# A smooth trend that hides a coarse mesh: the gap of CdTe

## The question

How much energy does it take to lift an electron in CdTe from the filled bands to the empty ones? Five density functionals, applied to the same atoms in the same cell, give answers that differ by a factor of five. The gap grows steadily from LDA to PBE and r2SCAN, then to the hybrids r2SCANh and r2SCAN0, which mix in 10 and 25 per cent of exact exchange. Such an orderly rise invites trust in each step. For the hybrids, however, most of the step rests on one term whose size is set by the k mesh, the grid of electron wavevectors on which the crystal is sampled.

Band gaps of CdTe (F-43m, two-atom cell, same geometry in every row) from periodic DFT with PySCF 2.14.0, without spin polarisation or spin-orbit coupling. All rows use a 2×2×2 k mesh, DZVP-MOLOPT-HYB-GTH basis sets, GTH-HYB pseudopotentials and a density cutoff of 75 Ha. The hybrid gaps include the Madelung correction to exact exchange.

| functional | gap on mesh (eV) | direct gap on mesh (eV) |
| --- | --- | --- |
| LDA | 0.522 | 0.522 |
| PBE | 0.858 | 0.858 |
| r2SCAN | 1.051 | 1.051 |
| r2SCAN0 | 2.615 | 2.615 |
| r2SCANh | 1.675 | 1.675 |

The gap on mesh is the smallest distance between filled and empty levels found on this grid. The direct gap compares levels at the same wavevector. The two agree in every row, so a single number describes each functional.

## Where the functionals without exact exchange fail

The measured gap of CdTe is roughly 1.5 eV, a recalled value that serves only for orientation. LDA, PBE and r2SCAN all lie below it, from 0.52 to 1.05 eV. Spin-orbit coupling, which these calculations leave out, would raise the top of the valence band and reduce each gap by roughly another 0.3 eV. That makes the shortfall larger than it looks. The coarse mesh also affects the electron density behind these three gaps, by an amount that a single mesh cannot show.

A limiting case shows why functionals of this kind tend to give gaps that are too small. Add one electron to a very large crystal: the density at any point hardly changes, so the LDA or PBE potential hardly changes either. The exact potential would jump by a constant as the first electron enters the empty band, and this jump, the derivative discontinuity, belongs to the true gap. LDA and PBE have no such jump. r2SCAN also depends on the kinetic energy density of the orbitals, which can recover a part of it.

## What exact exchange changes

Exact exchange treats filled and empty levels differently. An electron in a filled level is surrounded by an exchange charge that adds up to exactly one electron, and this removes its repulsion with itself. For an empty level the corresponding charge adds up to zero, because filled and empty orbitals are orthogonal. Mixing in exact exchange therefore tends to lower the filled levels relative to the empty ones.

The two hybrids show this opening clearly. Going from r2SCAN to r2SCANh widens the gap by 0.62 eV, and r2SCAN0 widens it by 0.63 eV for each 10 per cent of exact exchange. A straight line through r2SCAN and r2SCANh alone gives 2.61 eV for r2SCAN0, practically the computed value.

It is tempting to read this regularity as a sign of quality, but it is no test of the mesh. Consider the limit in which the orbitals do not respond to the change of functional. Each level then moves by the exchange share times a fixed energy, and the gap is exactly linear in the share. That holds on a fine mesh and on a poor one, since a wrong exchange energy multiplied by the share also gives a straight line.

## The term that depends on the mesh

Exchange is a sum over pairs of wavevectors, and the term for two equal wavevectors diverges. On an infinitely fine mesh this does no harm, because the divergence is weak enough that the region around it contributes less and less as that region shrinks. On a finite mesh the divergent part of the term is left out of the sum and replaced by an estimate, here the Madelung correction.

Its size is easier to see in real space. A calculation on a 2×2×2 mesh treats exchange as if each electron's exchange charge were repeated in every block of 2×2×2 cells, with a uniform background that keeps the whole neutral. The copies and the background weaken the attraction between an electron and its own exchange charge. The correction restores the lost energy.

Replace the block by a sphere of the same volume, with radius $R$. For two unit charges a distance $r$ apart, one of them at the centre of the sphere, the interaction including the background is

$$w(r)=e^2\left(\frac{1}{r}+\frac{r^2}{2R^3}-\frac{3}{2R}\right).$$

The zero of energy in a periodic crystal is fixed by making the mean potential vanish. The mean of $w$ over the sphere is $3e^2/(10R)$, and this has to be subtracted. Close to the centre what remains is the true Coulomb repulsion $e^2/r$, reduced by the constant

$$v=\frac{3e^2}{2R}+\frac{3e^2}{10R}=\frac{9}{5}\,\frac{e^2}{R}.$$

Because the exchange charge of a filled level adds up to one, the correction lowers that level by $a\,v$, where $a$ is the share of exact exchange. Empty levels stay where they are, since their exchange charge adds up to zero. The whole of $a\,v$ therefore enters the gap.

## The estimate in numbers

The block holds 16 atoms of 32.92 Å³ each, and a sphere of that volume has a radius of 5.01 Å. With $e^2=14.4$ eV Å,

$$v=\frac{1.8\times14.4\ \text{eV Å}}{5.01\ \text{Å}}\approx5.17\ \text{eV}.$$

The calculations used 5.15 eV, so the sphere is right to within half a per cent. The agreement identifies the term and shows that for this compact block the volume is enough to give its size closely. It does not show that the corrected gap is accurate.

Multiplied by the exchange share, the value used puts 0.51 eV into the r2SCANh gap and 1.29 eV into the r2SCAN0 gap. In both cases this is about 82 per cent of the rise above r2SCAN. Only the small rest comes from the explicit sum over the mesh, net of the r2SCAN exchange that it replaces.

This percentage must be read with care. It does not mean that four fifths of the opening is false, for the correction stands in for real exchange that the mesh cannot resolve. It measures how much of the result has been supplied by an analytic formula in place of the explicit sum.

## The sign in the band edges

The individual band edges show what the formula is doing. From r2SCAN to r2SCAN0 the valence edge falls by 0.86 eV and the conduction edge rises by 0.71 eV. Take the Madelung part away, and the valence edge would stand 0.43 eV above its r2SCAN position. r2SCANh shows the same reversal on a smaller scale.

A rising valence edge runs against the purpose of exact exchange, which should bind a filled level more firmly by removing its self-repulsion. The reversal shows that the explicit sum on this mesh lacks a large part of the attraction. The gap would still open without the correction, but only because the conduction edge would rise further than the valence edge. Anyone who looked only at the uncorrected gap would not notice that one of its two edges had moved the wrong way.

## Two limits of the mesh

On an ever finer mesh the radius $R$ grows without bound and $v$ goes to zero. The gap does not fall by the same amount, because the explicit sum takes over the real exchange that the correction stood in for. In this limit the corrected and the uncorrected gap meet. On the present mesh they are still 1.29 eV apart for r2SCAN0.

Doubling the mesh to 4×4×4 doubles $R$ and halves $v$. The Madelung part of the r2SCAN0 gap would then be 0.64 eV, and the explicit sum would have to widen the gap by an equal amount to keep the total steady. Whether it does so is the real test of the hybrid gaps, and it needs a calculation on a second mesh. A third hybrid of r2SCAN on the same mesh would probably only add another point to the straight line.

The other limit concerns the reach of the exchange charge. If that charge were very compact compared with the block, adding back the constant $v$ would repair the interaction completely. In CdTe the sphere's radius is less than twice the Cd–Te distance of 2.776 Å, so the term $e^2r^2/(2R^3)$ matters as well. For exchange charge one bond length away it amounts to $14.4\times2.776^2/(2\times5.01^3)\approx0.4$ eV, or about 0.1 eV after multiplication by the share in r2SCAN0.

This leftover makes the exchange attraction too strong and the valence edge too deep. On an empty level, whose exchange charge adds up to zero, the same term acts upwards, so theory argues that it widens the gap. Charge further out counts more, since the term grows with the square of the distance. An error of a few tenths of an electronvolt in the r2SCAN0 gap is therefore plausible, though this size is a guess until a finer mesh tests it.

## What the hybrid gaps can support

Even after a rough 0.3 eV is taken off for spin-orbit coupling, r2SCAN0 still gives about 2.3 eV, well above the measured gap. Part of this excess has a likely physical cause. Over long distances the other electrons in a crystal screen the interaction, and in CdTe they weaken it by a factor of roughly seven. This argues for a long-range exchange share near one seventh, whereas r2SCAN0 applies one quarter at every distance. How much of the excess comes from this, and how much from the mesh, cannot be told from a single mesh.

The same treatment brings r2SCANh to about 1.4 eV, close to experiment. That closeness is a weak argument for the functional, because the possible mesh error is of similar size to the remaining difference. The cell is also slightly smaller than the measured one, which widens the gap. All five functionals share one set of pseudopotentials, made for hybrids and not matched to each functional, and the effect of this on the gaps has not been tested. The numbers support a firm statement that exact exchange opens the gap, and a provisional one about how far.

For another crystal, the warning can be worked out before any hybrid calculation. Take the volume of the cell times the number of mesh points, turn it into a sphere, and multiply $\tfrac{9}{5}e^2/R$ by the exchange share. If the result is comparable with the gap change under study, the mesh has to be varied before functionals are compared. The estimate applies when the block of cells is about equally long in all directions, and to hybrids that use the full, unscreened Coulomb interaction, as both hybrids here do.
